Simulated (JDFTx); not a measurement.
# CuO (Pm-3m) in JDFTx: notebook, part 2 of 2

JDFTx 1.7.0 (patched build). The steps go on from the part before.

### Step 5. Relaxation of cell and atoms, RPBE

CuO.in

```
lattice \
    4.8236215721     0.0000000000     0.0000000000 \
    0.0000000000     4.8236215721     0.0000000000 \
    0.0000000000     0.0000000000     4.8236215721
coords-type Cartesian
ion Cu     0.0000000000     0.0000000000     0.0000000000 1
ion O      2.4118107861     2.4118107861     2.4118107861 1

ion-species pseudo/Cu.upf
ion-species pseudo/O.upf
elec-cutoff 50 400
elec-ex-corr gga-x-rpbe gga-c-pbe
kpoint-folding 5 5 5
elec-smearing Fermi 0.0018374661
elec-n-bands 19
electronic-SCF nIterations 100 energyDiffThreshold 1e-09
electronic-minimize nIterations 30 energyDiffThreshold 1e-7
forces-output-coords Cartesian
lattice-minimize nIterations 40 energyDiffThreshold 1e-6

dump-name run.$VAR
dump End Ecomponents EigStats BandEigs Kpoints Forces Stress ElecDensity KEdensity
```

Potentials or basis: SG15-PBE-1.2 with smoothed tails.

Run with:

```
$ jdftx -c 1 -i CuO.in -o CuO.out
```

What it wrote:

```text
*************** JDFTx 1.7.0 (patched build) ***************

Input parsed successfully to the following command list (including defaults):
[... the input with its defaults ...]

---------- Setting up symmetries ----------

Found 48 point-group symmetries of the bravais lattice
Found 48 space-group symmetries with basis
Applied RMS atom displacement 4.33008e-11 bohrs to make symmetries exact.

---------- Initializing the Grid ----------
R =
[      4.82362            0            0  ]
[            0      4.82362            0  ]
[            0            0      4.82362  ]
unit cell volume = 112.233
G =
[    1.30259          0          0  ]
[          0    1.30259          0  ]
[          0          0    1.30259  ]
Minimum fftbox size, Smin = [  44  44  44  ]
Chosen fftbox size, S = [  48  48  48  ]

---------- Initializing tighter grid for wavefunction operations ----------
R =
[      4.82362            0            0  ]
[            0      4.82362            0  ]
[            0            0      4.82362  ]
unit cell volume = 112.233
G =
[    1.30259          0          0  ]
[          0    1.30259          0  ]
[          0          0    1.30259  ]
Minimum fftbox size, Smin = [  32  32  32  ]
Chosen fftbox size, S = [  32  32  32  ]
[... 57 lines left out ...]
SCF: Cycle:  4   F: -198.142245899430719   dF: +1.238e-01   |Residual|: 7.726e-01   |deigs|: 5.167e-02
	FillingsUpdate:  mu: +0.630320490  nElectrons: 25.000000
SCF: Cycle:  5   F: -198.388205169263898   dF: -2.460e-01   |Residual|: 5.442e-01   |deigs|: 4.748e-02
	FillingsUpdate:  mu: +0.619310083  nElectrons: 25.000000
[... 59 lines left out ...]
# Energy components:
   Eewald =     -135.7121906176197967
       EH =       57.5210681401082979
     Eloc =     -131.5741317941046589
      Enl =      -62.9593412187429777
      Exc =      -21.0595686445153412
       KE =       95.2197015630194841
-------------------------------------
     Etot =     -198.5644625718550174
       TS =        0.0014150755995718
-------------------------------------
        F =     -198.5658776474545846

LatticeMinimize: Iter:   0  F: -198.565877647454585  |grad|_K:  3.774e-02

-------- Electronic minimization -----------
Will mix electronic density at each iteration.
	FillingsUpdate:  mu: +0.600774235  nElectrons: 25.000000
	FillingsUpdate:  mu: +0.572403068  nElectrons: 25.000000
SCF: Cycle:  0   F: -198.550106644298978   dF: +1.133e-02   |Residual|: 1.475e-01   |deigs|: 3.193e-04
	FillingsUpdate:  mu: +0.594202212  nElectrons: 25.000000
SCF: Cycle:  1   F: -198.546764432411152   dF: +3.342e-03   |Residual|: 1.147e-01   |deigs|: 3.716e-02
	FillingsUpdate:  mu: +0.589698146  nElectrons: 25.000000
SCF: Cycle:  2   F: -198.566310064285659   dF: -1.955e-02   |Residual|: 2.700e-02   |deigs|: 1.709e-02
	FillingsUpdate:  mu: +0.589634622  nElectrons: 25.000000
SCF: Cycle:  3   F: -198.567195593660699   dF: -8.855e-04   |Residual|: 6.615e-03   |deigs|: 2.848e-03
	FillingsUpdate:  mu: +0.589183903  nElectrons: 25.000000
SCF: Cycle:  4   F: -198.567200240150783   dF: -4.646e-06   |Residual|: 2.829e-03   |deigs|: 7.656e-04
	FillingsUpdate:  mu: +0.589213052  nElectrons: 25.000000
SCF: Cycle:  5   F: -198.567213573840917   dF: -1.333e-05   |Residual|: 3.148e-04   |deigs|: 2.943e-04
	FillingsUpdate:  mu: +0.589177071  nElectrons: 25.000000
[... 327 lines left out ...]
# Energy components:
   Eewald =     -129.8071004726544970
       EH =       61.1388294642567018
     Eloc =     -140.9814230023236235
      Enl =      -62.9320610663417384
      Exc =      -20.9885981626240188
       KE =       94.9993957627982581
-------------------------------------
     Etot =     -198.5709574768889638
       TS =        0.0015131141303535
-------------------------------------
        F =     -198.5724705910193109

LatticeMinimize: Iter:   6  F: -198.572470591019311  |grad|_K:  1.494e-05  alpha:  1.000e+00  linmin: -1.000e+00
LatticeMinimize: Converged (|Delta F|<1.000000e-06 for 2 iters).

Dumping 'run.eigStats' ...
	eMin: -3.621146 at state 0 ( [ +0.000000 +0.000000 +0.000000 ] spin 0 )
	HOMO: +0.491492 at state 8 ( [ +0.200000 +0.400000 +0.400000 ] spin 0 )
	mu  : +0.492868
	LUMO: +0.493059 at state 9 ( [ +0.400000 +0.400000 +0.400000 ] spin 0 )
	eMax: +1.400071 at state 5 ( [ +0.000000 +0.400000 +0.400000 ] spin 0 )
	HOMO-LUMO gap: +0.001566
	Optical gap  : +0.028454 at state 9 ( [ +0.400000 +0.400000 +0.400000 ] spin 0 )
Done!
```

Wall time 31 s (1 thread of Intel Xeon 6975P-C (Granite Rapids), shared host); peak memory 0.08 GiB.

Results:

```
Free energy                            : -5403.4322 eV
Relaxed volume                         : 9.50 Å³/atom
Relaxed cell                           : a = 2.669 Å, b = 2.669 Å, c = 2.669 Å, α = 90.00°, β = 90.00°, γ = 90.00°
Space group after relaxing (to 0.05 Å) : Pm-3m (No. 221)
Energy gained by relaxing              : 89.7 meV/atom
Ionic steps                            : 7
Pressure after relaxing                : 0.0 GPa
Band gap on the k mesh                 : none (metal or under the smearing width)
```

The path:
| step | energy change (eV) | largest force (eV/Å) | pressure (GPa) | volume (Å³) |
| --- | --- | --- | --- | --- |
| 1 | 0.0000 | 0.0000 | 27.55 | 16.63 |
| 2 | -0.0364 | 0.0000 | 23.97 | 16.86 |
| 3 | -0.1739 | 0.0000 | 3.94 | 18.55 |
| 4 | -0.1792 | 0.0000 | 0.77 | 18.91 |
| 5 | -0.1794 | 0.0000 | 0.12 | 18.99 |
| 6 | -0.1794 | 0.0000 | 0.02 | 19.00 |
| 7 | -0.1794 | 0.0000 | 0.01 | 19.01 |

Final structure:
```yaml
crystal:
  lattice:
    - [2.66867, 0.00000, 0.00000]
    - [0.00000, 2.66867, 0.00000]
    - [0.00000, 0.00000, 2.66867]
  atoms:
    - { symbol: Cu, position: [0.00000, 0.00000, 0.00000] }
    - { symbol: O, position: [0.50000, 0.50000, 0.50000] }
```

Levels at points of the mesh, in eV from the Fermi level:
```tsv
k point	band 11	band 12	band 13	band 14	band 15	band 16
(0.00, 0.00, 0.00)	-1.53	-1.53	-1.53	0.71	15.57	15.57
```

Caveat: the k mesh is coarse (spacing up to 0.49 Å⁻¹), so the values aren't converged; the plane waves are those of the starting cell, so after so large a change of volume the result is rough; the potentials were made for another functional, which shifts forces and pressure; an odd number of electrons without spin polarisation forces a metal; a magnetic or distorted state may lie lower; the run has no spin polarisation, though such a crystal can be magnetic; semilocal functionals often make such compounds metallic where correlation or magnetic order opens a gap, which also shifts bond lengths.

### Step 6. Overview

```csv
level,gap on the mesh (eV),pressure (GPa),relaxed volume (Å³/atom)
LDA,none,0.0,8.37
PBE,none,0.0,9.16
PBEsol,none,0.0,8.70
RPBE,none,0.0,9.50
```

Alike in all rows: task relaxation of cell and atoms; potentials or basis SG15-PBE-1.2 with smoothed tails; no spin polarisation; cell relaxed; k mesh 5 × 5 × 5; cutoff (eV) 1361; smearing fermi-dirac 0.05 eV; the mesh is coarse, so values aren't converged.

Caveats: all runs use coarse meshes; an odd number of electrons without spin polarisation forces a metal; a magnetic or distorted state may lie lower; the run has no spin polarisation, though such a crystal can be magnetic; semilocal functionals often make such compounds metallic where correlation or magnetic order opens a gap, which also shifts bond lengths; the potentials were made for another functional, which shifts forces and pressure (some runs); the plane waves are those of the starting cell, so after so large a change of volume the result is rough (some runs).

Total energies depend on the potentials used, so only differences within one code and one set of settings carry meaning.
